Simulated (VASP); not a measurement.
A run of VASP 6.6.1 is set up as follows.

The input INCAR:

```
SYSTEM = GaAs
ALGO = Normal
AMIX = 0.2
EDIFF = 1E-7
ENCUT = 520
GGA = PE
ISIF = 2
ISMEAR = 0
LASPH = .True.
LCHARG = .False.
LREAL = .False.
LWAVE = .False.
NELM = 100
PREC = Accurate
SIGMA = 0.02
```

The input KPOINTS:

```
k-points
0
Gamma
  10 10 10
  0 0 0
```

Contents of POSCAR:

```
GaAs                                    
1.0
    0.0000000000      2.8751451763      2.8751451763
    2.8751451763      0.0000000000      2.8751451763
    2.8751451763      2.8751451763      0.0000000000
  Ga              As            
     1     1
Direct
     0.0000000000000000    0.0000000000000000    0.0000000000000000
     0.2500000000000000    0.2500000000000000    0.2500000000000000
```

Potentials or basis: VASP PAW PBE potentials, release 64 (Ga_d, As).

Run with:

```bash
$ cat potpaw_PBE.64/Ga_d/POTCAR potpaw_PBE.64/As/POTCAR > POTCAR
$ mpirun -np 1 vasp_std > vasp.out
```

**Question.** Estimate the pressure.

**Answer.** 0.0 GPa.

**Question.** Estimate the band gap on the k mesh.

**Answer.** 0.14 eV, direct.

**Experimental background.**

“Evidence of valence band perturbations in GaAsN/GaAs(001): A combined variable-angle spectroscopic ellipsometry and modulated photoreflectance investigation”, 2008, arxiv:0805.2212 reports, for a bulk crystal of GaAs at 300 K: band gap 1.412 ± 0.01 eV (direct).

Measured gap of GaAs: 1.412 eV (direct; 300 K; “Evidence of valence band perturbations in GaAsN/GaAs(001): A combined variable-angle spectroscopic ellipsometry and modulated photoreflectance investigation”, 2008, arxiv:0805.2212). This calculation gives 0.14 eV (-1.27 eV). So large a miss can be the level of theory's own, or it may mean another phase, state or a wrong row. 3 values of this kind are on record (1.412 to 1.51 eV); this one was drawn at random among those near their median, those with a stated uncertainty first. Spin-orbit coupling on As, Ga is left out. The value is that of PBE, without temperature or zero-point motion. Semilocal functionals fall short of measured gaps as a rule.
